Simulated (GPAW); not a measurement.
The system is HfO2.

```
CELL_PARAMETERS angstrom
4.81353 0.00000 0.00000
0.00000 4.81353 0.00000
0.00000 0.00000 3.20542
ATOMIC_POSITIONS crystal
Hf 0.50000 0.50000 0.50000
Hf 0.00000 0.00000 0.00000
O 0.80504 0.19496 0.50000
O 0.69496 0.69496 0.00000
O 0.30504 0.30504 0.00000
O 0.19496 0.80504 0.50000
```

Measurements of this composition are mostly on another form, of space group No. 14.

Program: GPAW 26.7.0. Alike in all runs: task band structure; no spin polarisation; cell as given; k mesh 4 × 4 × 6; cutoff (eV) 800; smearing fermi-dirac 0.05 eV.

Q: Order these runs on this cell by their pressure, lowest first.
A. level PBEsol; potentials or basis PAW data sets generated in the run's folder for this functional, pw
B. level LDA; potentials or basis the program's PAW data sets (release 1.2.1) made for this functional, pw
C. level PBE; potentials or basis GPAW PAW data sets (gpaw-data 1.2.1), pw

A: B (-4.1 GPa), A (2.8 GPa), C (9.5 GPa).
